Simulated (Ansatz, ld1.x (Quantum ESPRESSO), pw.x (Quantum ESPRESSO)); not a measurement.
What a changed setting does to a pw.x run (fcc N)

Potential: norm-conserving Troullier–Martins (Kleinman–Bylander form), ld1.x (Quantum ESPRESSO) 7.5, PBE; core [He], reference 2s2 2p3; waves: 2p (bound): rc 1.90 bohr; 3d channel at -0.05 Ry: rc 1.65 bohr; 2s (bound): rc 0.95 bohr; local part: the s channel; core correction: a·sin(br)/r model core inside 0.95 bohr.

The reference run (k-mesh 18³, cutoffs 170/680 Ry, Fermi–Dirac 0.01 Ry, mixing_beta 0.4, conv_thr 1e-9, no spin) gives 1.66 GPa at 7.602 Å³/atom, where all-electron LAPW gives 0.28 GPa. This run, with its own iteration cap, changes mixing_mode to local-TF.

```
&control
  calculation='scf', prefix='x', pseudo_dir='./', outdir='./tmp', tstress=.true., disk_io='none'
/
&system
  ibrav=0, nat=1, ntyp=1, ecutwfc=170, ecutrho=680, nbnd=9,
  occupations='smearing', smearing='fd', degauss=0.01
/
&electrons
  conv_thr=1e-09, mixing_beta=0.4, electron_maxstep=60, mixing_mode='local-TF'
/
ATOMIC_SPECIES
N 1.0 N.UPF
CELL_PARAMETERS angstrom
  0.00000000 1.56062762 1.56062762
  1.56062762 0.00000000 1.56062762
  1.56062762 1.56062762 0.00000000
ATOMIC_POSITIONS crystal
N 0.0000 0.0000 0.0000
K_POINTS automatic
18 18 18 0 0 0
```

```bash
pw.x < N.scf.in > N.scf.out
```

Q: How does the run end?

A: It converges in 6 iterations; the free energy moves by +0.0 meV/atom and the pressure by +0.00 GPa. The result is that of the reference run.

```
Message from routine setup:
     using ibrav=0 with symmetry is DISCOURAGED, use correct ibrav instead
     lattice parameter (alat)  =       4.1707  a.u.
     unit-cell volume          =      51.3008 (a.u.)^3
     number of electrons       =         5.00
     number of Kohn-Sham states=            9
     kinetic-energy cutoff     =     170.0000  Ry
     charge density cutoff     =     680.0000  Ry
     scf convergence threshold =      1.0E-09
     Exchange-correlation= PBE
     number of k points=   195  Fermi-Dirac smearing, width (Ry)=  0.0100
     iteration #  1     ecut=   170.00 Ry     beta= 0.40
     total energy              =     -19.41489174 Ry
     estimated scf accuracy    <       0.00029329 Ry
     iteration #  2     ecut=   170.00 Ry     beta= 0.40
     total energy              =     -19.41487994 Ry
     estimated scf accuracy    <       0.00012673 Ry
     iteration #  3     ecut=   170.00 Ry     beta= 0.40
     total energy              =     -19.41489518 Ry
     estimated scf accuracy    <       0.00000092 Ry
     iteration #  4     ecut=   170.00 Ry     beta= 0.40
     total energy              =     -19.41489539 Ry
     estimated scf accuracy    <          2.7E-09 Ry
     iteration #  5     ecut=   170.00 Ry     beta= 0.40
     total energy              =     -19.41489539 Ry
     estimated scf accuracy    <          1.1E-09 Ry
     iteration #  6     ecut=   170.00 Ry     beta= 0.40
     the Fermi energy is     8.3454 ev
!    total energy              =     -19.41489539 Ry
     estimated scf accuracy    <          1.9E-11 Ry
     smearing contrib. (-TS)   =      -0.00317225 Ry
     The total energy is F=E-TS. E is the sum of the following terms:
     one-electron contribution =       3.05694542 Ry
     hartree contribution      =       1.64377326 Ry
     xc contribution           =      -4.67951870 Ry
     ewald contribution        =     -19.43292312 Ry
     convergence has been achieved in   6 iterations
          total   stress  (Ry/bohr**3)                   (kbar)     P=       16.65
     Message from routine punch:
     Nothing written, as per user request (disk_io='none')
```

The run took about 36 s on one core of a shared host (Neoverse-V1, 32 threads, 247 GiB, load 20).
